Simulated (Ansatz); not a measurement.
**AlN: strong compression**

The task here is to estimate one member of a computed series from the others.

Method: DFT r²SCAN, with the methods named in each step, in Ansatz 0.2.0.

### The system as given

The structure is cubic, space group Fm-3m (No. 225). The conventional cell has a = 4.309 Å, b = 4.309 Å, c = 4.309 Å, α = 90.00°, β = 90.00°, γ = 90.00°. Al (site symmetry m-3m) has 6 N at 2.15 Å as nearest neighbours. N (site symmetry m-3m) is surrounded by 6 Al at 2.15 Å.

Coordinates:

```xyz
2
Lattice="0.0000 2.1544 2.1544 2.1544 0.0000 2.1544 2.1544 2.1544 0.0000" Properties=species:S:1:pos:R:3 pbc="T T T"
Al    0.0000    0.0000    0.0000
N     2.1544    2.1544    2.1544
```

Whether this phase is the stable one at these pressures isn't tested.

Atoms are numbered in the order of the input: Al1, N2.

The first run:

Input file input.yaml:

```yaml
crystal:
  lattice:
    - [0.0, 2.15443469, 2.15443469]
    - [2.15443469, 0.0, 2.15443469]
    - [2.15443469, 2.15443469, 0.0]
  atoms:
    - { symbol: Al, position: [0.0, 0.0, 0.0] }
    - { symbol: "N", position: [0.5, 0.5, 0.5] }
kpoints:
  mp_grid: { grid: [15, 15, 15] }
scf:
  occupations: { method: fermi_dirac, width: 0.05 }
hamiltonian:
  xc: r2scan
  pseudopotentials: { kind: paw }
output:
  forces: true
  stress: true
relax:
  f_tol: 0.005
  max_steps: 40
  cell: {}
```

Launch:

```console
$ ansatz run input.yaml --threads 1 --pin off --max-ram 2048MiB --backend cpu --events-out ev --progress --plain --runs-dir out
```

Steps of the session up to this table: Cell relaxed at zero pressure, PAW; More of the same log: cell relaxed at zero pressure; Volume scaled by 1, PAW; Volume scaled by 0.94, PAW; Volume scaled by 0.88, PAW; Volume scaled by 0.8, PAW; Volume scaled by 0.72, PAW; Volume scaled by 0.64, PAW; Volume scaled by 0.55, PAW; Volume scaled by 0.55, PAW (core large).

One of the session's tables, all rows but one given; the rest of the session is left out.

 The rows PAW, 0.55 and PAW (core large), 0.55 agree to the last digit and may rest on the same set-up.

| method | volume over the first | volume (Å³/atom) | pressure (GPa) | gap on the k mesh (eV) |
| --- | --- | --- | --- | --- |
| PAW | 1 | 8.228 | 0.01 | 5.59 |
| PAW | 0.94 | 7.734 | 19.29 | 5.94 |
| PAW | 0.88 | 7.241 | 45.26 | 5.81 |
| PAW | 0.8 | 6.582 | 94.76 | 5.58 |
| PAW | 0.72 | 5.924 | 170.15 | 5.26 |
| PAW | 0.64 | ? | ? | ? |
| PAW | 0.55 | 4.525 | 509.10 | 4.06 |
| PAW (core large) | 0.55 | 4.525 | 509.10 | 4.06 |

Estimate the missing values for PAW, 0.64.

**Answer.** volume (Å³/atom): 5.266; pressure (GPa): 287.76; gap on the k mesh (eV): 4.80. In the column «volume (Å³/atom)» it lies between PAW (core large), 0.55 (4.525) and PAW, 0.72 (5.924).

To keep in mind: Warnings in the runs' records: datasets by core.
